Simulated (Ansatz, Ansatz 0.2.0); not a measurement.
# Lattice constant of the cubic Laves phase LaOs₂ from PBEsol and r2SCAN cell relaxations

## Experimental context

LaOs₂ crystallises at ambient pressure as a cubic Laves phase of the MgCu₂ type, space group Fd-3m; a hexagonal MgZn₂-type form is known from high-pressure synthesis. The reference for the cubic form is a = 7.737 Å, taken from a printed reference work on superconductivity and lattice constants of Laves phases. It is a compiled value, and neither the method nor the temperature is given with it. It probably goes back to X-ray powder diffraction at room temperature on arc-melted samples, which is an inference from common practice. The diffraction structure used as the starting cell has a = 7.736 Å. The two values differ by only 0.001 Å, but they may share an origin, so their agreement is not counted as an independent confirmation.

| compared with | measured | source's wording or label | method |
| --- | --- | --- | --- |
| a (Å) | 7.737 | cubic lattice constant | compiled value, method not stated |

Conditions are those given with the value in the passage it was taken from; "not stated" means there, and the paper may say more elsewhere. The values are a selection: others may have been left out beforehand as unlike or outlying.

## Aim and plan

The aim is the cheapest level of theory that gives the cubic lattice constant within 0.5 %, or about 0.04 Å. Common density functionals differ among themselves by one or two per cent in the lattice constants of metals, so this target can separate a suitable functional from an unsuitable one. It also leaves room for thermal expansion: a static calculation omits the expansion up to room temperature, roughly 0.2 % in length for a stiff metal, and a much smaller zero-point term for atoms this heavy. A static cell slightly below the reference would therefore be physically reasonable.

The model is the primitive cell of six atoms, relaxed within its space group; symmetry fixes the cell shape and all atomic positions in this structure type, so the lattice constant is the only free parameter. The compound is a metal without magnetic order, so the calculations are not spin-polarised. Spin-orbit coupling is left out, which is an approximation for osmium. The work starts with a semilocal functional on a coarse k mesh, settles the numerical settings, and moves to dearer functionals only if the results call for them.

Plain PBE isn't shown in this study.

System: LaOs2, cubic Laves, MgCu2 type; Fd-3m (No. 227), 6 atoms in the primitive cell; the database structure is a diffraction structure: a = 7.736 Å; structure from the Crystallography Open Database.

On the selection of runs and values: Further runs on this system are not shown.

## 1. PBEsol on a coarse mesh

PBEsol was designed for the equilibrium geometry of solids and costs little more than the local density approximation. A 4x4x4 mesh is light for a metal with osmium d states at the Fermi level, but the smearing of 0.1 eV should make it good enough for a first estimate. A lattice constant slightly below the reference is expected.

**Run 1.** Ansatz 0.2.0: PBEsol, cell and atoms relaxed from the database structure, PAW set soft_2, cutoff 420 eV (default), 4x4x4 k mesh, Gaussian smearing 0.1 eV.

Key lines of the input:
```
crystal:
  # lattice and atoms
kpoints:
  mp_grid: { grid: [4, 4, 4] }
hamiltonian:
  xc: pbesol
scf:
  occupations: { method: gaussian, width: 0.1 }
output:
  forces: true
  stress: true
relax:
  adjacent_minimum: "off"
  f_tol: 0.005
  max_steps: 60
  cell: { stress_tol: 0.03 }
```

Command:
```
ansatz run input.yaml --threads 8 --pin off --max-ram 16384MiB --backend cpu --events-out ev --progress --plain --runs-dir out
```

Selected lines of the output:
```
Basis set: ecut = 420 eV, 2085 PW (Γ) [...]
k-points: 8 of 64
relax step   6: F+E_penalty+E_count = -57326.68468761 eV  [...]  max|allowed force component| = 7.854e-18 eV/Å  [...]  P = -0.000 GPa  Ω = 112.572 Å³  [...]
```

Converged; 1.9 s on 8 cores of AMD EPYC 9R45 96, shared host.

| quantity | run 1 | measured | deviation |
| --- | --- | --- | --- |
| a (Å) | 7.665 | 7.737 | −0.072 (−0.9 %) |
| conventional cell volume (Å³) | 450.29 |  |  |

The cell contracts from the diffraction structure to a = 7.665 Å, 0.9 % below the reference. The sign is the expected one, but the size is nearly twice the target. On so coarse a mesh the miss cannot yet be charged to the functional.

## 2. Denser k meshes and a higher cutoff

The relaxation took only seconds, so the numerical settings can be tested before a dearer functional is considered. Two denser meshes, 8x8x8 and 10x10x10, show whether the Brillouin-zone sampling is settled, and a cutoff of 590 eV on the 8x8x8 mesh tests the plane-wave basis separately. The mesh is the more likely source of a shift in a metal, though a change large enough to bring the cell within the target is not expected.

**Run 2.** Ansatz 0.2.0: PBEsol, cell and atoms relaxed from the database structure, PAW set soft_2, cutoff 420 eV (default), 8x8x8 k mesh, Gaussian smearing 0.1 eV.

Key lines of the input, as changed from run 1:
```diff
  kpoints:
-   mp_grid: { grid: [4, 4, 4] }
+   mp_grid: { grid: [8, 8, 8] }
```

Selected lines of the output:
```
relax step   4: F+E_penalty+E_count = -57326.70041428 eV  [...]  max|allowed force component| = 4.433e-18 eV/Å  [...]  P = -0.008 GPa  Ω = 112.360 Å³  [...]
```

Converged; 3 s, same machine.

**Run 3.** Ansatz 0.2.0: PBEsol, cell and atoms relaxed from the database structure, PAW set soft_2, cutoff 420 eV (default), 10x10x10 k mesh, Gaussian smearing 0.1 eV.

Key lines of the input, as changed from run 1:
```diff
  kpoints:
-   mp_grid: { grid: [4, 4, 4] }
+   mp_grid: { grid: [10, 10, 10] }
```

Selected lines of the output:
```
relax step   5: F+E_penalty+E_count = -57326.69109304 eV  [...]  max|allowed force component| = 1.084e-17 eV/Å  [...]  P = -0.000 GPa  Ω = 112.358 Å³  [...]
```

Converged; 14 s on 8 cores of Arm Neoverse V2, shared host.

**Run 4.** Ansatz 0.2.0: PBEsol, cell and atoms relaxed from the database structure, PAW set soft_2, cutoff 590 eV, 8x8x8 k mesh, Gaussian smearing 0.1 eV.

Key lines of the input, as changed from run 2:
```diff
+ basis:
+   ecutwfc: 590.0
```

Selected lines of the output:
```
relax step   5: F+E_penalty+E_count = -57326.70883285 eV  [...]  max|allowed force component| = 3.662e-18 eV/Å  [...]  P = -0.000 GPa  Ω = 112.353 Å³  [...]
```

Converged; 13 s, same machine.

| quantity | run 2 | run 3 | run 4 | measured |
| --- | --- | --- | --- | --- |
| a (Å) | 7.660 | 7.660 | 7.660 | 7.737 |
| conventional cell volume (Å³) | 449.44 | 449.43 | 449.41 |  |

The denser meshes lower the lattice constant by 0.005 Å to 7.660 Å, where it stays on going from 8x8x8 to 10x10x10 and on raising the cutoff to 590 eV. For PBEsol with these potentials, mesh and cutoff are therefore settled far more closely than the target requires. The miss has grown slightly, to 0.077 Å or 1.0 %. The allowance for thermal expansion would cover only about a fifth of it.

## 3. PBEsol with norm-conserving potentials

The potentials are still a possible cause, since lanthanum and osmium both have semicore states whose treatment can affect the cell. Repeating the PBEsol relaxation with PseudoDojo norm-conserving potentials tests this before the functional is blamed. The much higher cutoff makes the run dearer, but the cell is small. A shift of a few thousandths of an ångström is expected, well short of the discrepancy.

**Run 5.** Ansatz 0.2.0: PBEsol, PseudoDojo norm-conserving pseudopotentials, cell and atoms relaxed from the database structure, cutoff 1497 eV (default), 8x8x8 k mesh, Gaussian smearing 0.1 eV.

Key lines of the input, as changed from run 2:
```diff
  hamiltonian:
+   pseudopotentials: { kind: nc, accuracy: standard }
```

Selected lines of the output:
```
Basis set: ecut = 1496.626244 eV, 14649 PW (Γ) [...]
relax step   5: F+E_penalty+E_count = -12922.15192486 eV  [...]  max|allowed force component| = 2.776e-17 eV/Å  [...]  P = -0.000 GPa  Ω = 112.205 Å³  [...]
```

Converged; 73 s, same machine.

| quantity | run 5 | measured | deviation |
| --- | --- | --- | --- |
| a (Å) | 7.656 | 7.737 | −0.081 (−1.0 %) |
| conventional cell volume (Å³) | 448.82 |  |  |

The norm-conserving potentials give 7.656 Å, only 0.004 Å below the PAW value and further from the reference. Two independent sets of potentials thus agree on a PBEsol cell about 1 % too short, and the choice between them does not explain the miss. What remains is the functional, the neglected spin-orbit coupling and thermal motion, or the reference itself.

## 4. The meta-GGA r2SCAN

The next step up in theory is r2SCAN, which adds the kinetic-energy density to the ingredients of the functional and costs more per step than PBEsol. It usually gives somewhat longer lattice constants than PBEsol in transition-metal compounds, so the change should go in the required direction. The relaxation returns to the PAW potentials, whose result hardly differed from the norm-conserving one at lower cost, and keeps the 8x8x8 mesh. A lattice constant between the PBEsol value and the reference is expected.

**Run 6.** Ansatz 0.2.0: r2SCAN, cell and atoms relaxed from the database structure, PAW set soft_2, cutoff 500 eV (default), 8x8x8 k mesh, Gaussian smearing 0.1 eV.

Key lines of the input, as changed from run 2:
```diff
  hamiltonian:
-   xc: pbesol
+   xc: r2scan
```

Command:
```
ansatz run input.yaml --threads 4 --pin off --max-ram 16384MiB --backend cpu --events-out ev --progress --plain --runs-dir out
```

Selected lines of the output:
```
Basis set: ecut = 500 eV, 2891 PW (Γ) [...]
k-points: 29 of 512
relax step   3: F+E_penalty+E_count = -58120.07283644 eV  [...]  max|allowed force component| = 3.469e-18 eV/Å  [...]  P = -0.015 GPa  Ω = 115.232 Å³  [...]
relax step   4: F+E_penalty+E_count = -58120.07254355 eV  [...]  max|allowed force component| = 4.915e-18 eV/Å  [...]  P = -0.016 GPa  Ω = 115.232 Å³  [...]
```

Converged; 26 s on 4 cores of Arm Neoverse V2, shared host.

| quantity | run 6 | measured | deviation |
| --- | --- | --- | --- |
| a (Å) | 7.725 | 7.737 | −0.012 (−0.2 %) |
| conventional cell volume (Å³) | 460.93 |  |  |

r2SCAN lengthens the lattice constant by 0.065 Å relative to PBEsol, to 7.725 Å. This lies between the PBEsol value and the reference, 0.2 % below the latter and within the target. The default cutoff rises together with the change of functional, but the PBEsol cell hardly responded to a larger rise, so the shift is very probably due to the functional.

## 5. Mesh sensitivity of the r2SCAN cell

The mesh test made with PBEsol does not carry over automatically to a meta-GGA, so r2SCAN needs one of its own. A relaxation on the 4x4x4 mesh measures how strongly its cell depends on the sampling and whether the lighter setting would already serve the target. It cannot prove the 8x8x8 mesh converged, but a small shift would make a large remaining error unlikely. A change of several thousandths of an ångström is expected, as with PBEsol.

**Run 7.** Ansatz 0.2.0: r2SCAN, cell and atoms relaxed from the database structure, PAW set soft_2, cutoff 500 eV (default), 4x4x4 k mesh, Gaussian smearing 0.1 eV.

Key lines of the input, as changed from run 1:
```diff
  hamiltonian:
-   xc: pbesol
+   xc: r2scan
```

Selected lines of the output:
```
Basis set: ecut = 500 eV, 2891 PW (Γ) [...]
k-points: 8 of 64
relax step   4: F+E_penalty+E_count = -58120.06606726 eV  [...]  max|allowed force component| = 9.059e-18 eV/Å  [...]  P = -0.007 GPa  Ω = 115.408 Å³  [...]
```

Converged; 9.3 s, same machine.

| quantity | run 7 | measured | deviation |
| --- | --- | --- | --- |
| a (Å) | 7.729 | 7.737 | −0.008 (−0.1 %) |
| conventional cell volume (Å³) | 461.63 |  |  |

The coarse mesh gives 7.729 Å, 0.004 Å above the 8x8x8 value, a shift of the same sign and nearly the same size as with PBEsol. Both r2SCAN cells lie within the target, and the change between them is about a tenth of the permitted deviation. The coarse mesh is therefore sufficient for this purpose, at a lower cost than the 8x8x8 mesh. Its slightly closer agreement with the reference is a sampling error in a favourable direction and no sign of better physics. A large remaining mesh error at 8x8x8 is unlikely, although no denser r2SCAN mesh is shown in this report.

With the target met at a modest cost, there is no need for a dearer functional.

## Overview

| run | settings | a (Å) | deviation | cost |
| --- | --- | --- | --- | --- |
| 1 | PBEsol, PAW set soft_2, cutoff 420 eV (default), 4x4x4 k mesh | 7.665 | −0.072 (−0.9 %) | under 1 core-min |
| 2 | PBEsol, PAW set soft_2, cutoff 420 eV (default), 8x8x8 k mesh | 7.660 | −0.077 (−1.0 %) | under 1 core-min |
| 3 | PBEsol, PAW set soft_2, cutoff 420 eV (default), 10x10x10 k mesh | 7.660 | −0.077 (−1.0 %) | 1.8 core-min |
| 4 | PBEsol, PAW set soft_2, cutoff 590 eV, 8x8x8 k mesh | 7.660 | −0.077 (−1.0 %) | 1.7 core-min |
| 5 | PBEsol, PseudoDojo norm-conserving pseudopotentials, cutoff 1497 eV (default), 8x8x8 k mesh | 7.656 | −0.081 (−1.0 %) | 9.7 core-min |
| 6 | r2SCAN, PAW set soft_2, cutoff 500 eV (default), 8x8x8 k mesh | 7.725 | −0.012 (−0.2 %) | 1.7 core-min |
| 7 | r2SCAN, PAW set soft_2, cutoff 500 eV (default), 4x4x4 k mesh | 7.729 | −0.008 (−0.1 %) | under 1 core-min |
|  | measured | 7.737 |  |  |

Further runs on the same system, made beside this series (convergence steps with loose settings among them):

| further | settings | a (Å) | deviation | cost |
| --- | --- | --- | --- | --- |
| F1 | r2SCAN+rVV10, PAW set soft_2, cutoff 500 eV (default), 8x8x8 k mesh | 7.697 | −0.040 (−0.5 %) | 2.3 core-min |
| F2 | PBEsol+D3(BJ), PAW set soft_2, cutoff 420 eV (default), 8x8x8 k mesh | 7.589 | −0.148 (−1.9 %) | 73 core-s |
| F3 | BLYP+D3(BJ), PAW set soft_2, cutoff 420 eV (default), 8x8x8 k mesh | 7.716 | −0.021 (−0.3 %) | 62 core-s |
| F4 | BLYP, PAW set soft_2, cutoff 420 eV (default), 8x8x8 k mesh | 7.889 | +0.152 (+2.0 %) | 79 core-s |
| F5 | LDA, PAW set soft_2, cutoff 420 eV (default), 8x8x8 k mesh | 7.613 | −0.124 (−1.6 %) | under 1 core-min |
|  | measured | 7.737 |  |  |

## Assessment

r2SCAN meets the target of 0.5 %. On the 8x8x8 mesh it gives a = 7.725 Å, 0.2 % below the reference, for 1.7 core-minutes. The 4x4x4 mesh changes this by only 0.004 Å and suffices for the purpose at under one core-minute. That r2SCAN is the cheapest level to pass is not established: plain PBE, a cheaper functional that usually gives longer cells than PBEsol, is not shown in this report.

PBEsol misses by 1.0 %. The denser meshes, the higher cutoff and the norm-conserving potentials left that miss in place, so the change of functional was the decisive step. The 10x10x10 mesh and the higher cutoff only confirmed a cell that was already settled.

BLYP+D3(BJ) also passes, at −0.3 % and a listed cost below that of r2SCAN on the same mesh, but through a cancellation: BLYP alone is 2.0 % too long, and the dispersion term shortens the lattice constant by roughly 0.17 Å. Dispersion does not help the other functionals. It takes PBEsol further from the reference and turns the r2SCAN pass into a narrow miss.

The remaining −0.012 Å of r2SCAN has the sign and rough size of the missing thermal expansion, if the reference is a room-temperature value. The same allowance leaves PBEsol about 0.8 % short. The effect of spin-orbit coupling on the cell, relevant for osmium, is not shown in this report. A compensation of errors in r2SCAN can therefore not be excluded. Separate checks of the cutoff and the potentials with r2SCAN are not shown in this report. The reference is a compiled value and the diffraction cell may share its origin, so agreement at the level of a few thousandths of an ångström should not be given much weight.

[Logs are printed without paths, hosts, clocks, repeated set-up lines and the standing remarks that a program may print on its own settings, such as how far it seeks lower states.]

[The runs shown are a pick from a larger set of finished runs; failed, doubtful and other runs were left out of it ahead of writing. So were measured values far from every level or from commonly accepted values, and agreement can look better than it is. Lines of input and output are excerpts and may be shortened.]
